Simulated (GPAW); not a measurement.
Runs of GPAW 26.7.0 on CdO (Monteponite). It takes space group Fm-3m (No. 225, cubic). The conventional cell has a = 4.699 Å, b = 4.699 Å, c = 4.699 Å, α = 90.00°, β = 90.00°, γ = 90.00°. Cd (site symmetry m-3m) is surrounded by 6 O at 2.35 Å. O (site symmetry m-3m) is surrounded by 6 Cd at 2.35 Å. 

```csv
task,level,potentials or basis,spin,cell,k mesh,cutoff (eV),smearing,band path,band points,spin axis theta (degrees),spin axis phi (degrees),soc after scf,grid spacing,gap on the mesh (eV),pressure (GPa)
band structure,RPBE,"the program's PAW data sets (release 1.2.1) made for this functional, pw",off,as given,10 × 10 × 10,800,fermi-dirac 0.05 eV,"GXWKGLUWLK,UX",60,-,-,-,-,-,10.0
band structure,PBE,"GPAW PAW data sets (gpaw-data 1.2.1), pw","SOC, no magnetisation",as given,8 × 8 × 8,800,fermi-dirac 0.05 eV,"GXWKGLUWLK,UX",100,90,45,second variation,-,-,(a)
single point,PBE,"GPAW PAW data sets (gpaw-data 1.2.1), pw",off,as given,10 × 10 × 10,800,gaussian 0.011 eV,-,-,-,-,-,-,none,5.5
relaxation of cell and atoms,PBE,"GPAW PAW data sets (gpaw-data 1.2.1), pw",off,relaxed,10 × 10 × 10,800,fermi-dirac 0.05 eV,-,-,-,-,-,-,none,-0.1
```

Question: Estimate the missing entries.

Answer: (a) 5.6.

Caveats: this crystal is a semiconductor, whose small gap the functional closes, so the metal is an error of the method; spin-orbit coupling was added after a scalar SCF, so levels and gaps hold it while energy, forces, pressure and moments don't (some runs); this program's spin-orbit splittings come out too wide for heavy elements (some runs); later steps reuse the first step's grids (some runs).

A k mesh can miss the band edges, and rows without SOC leave out spin-orbit coupling on Cd.

A gap of «none» marks a metal or a gap under the smearing width.
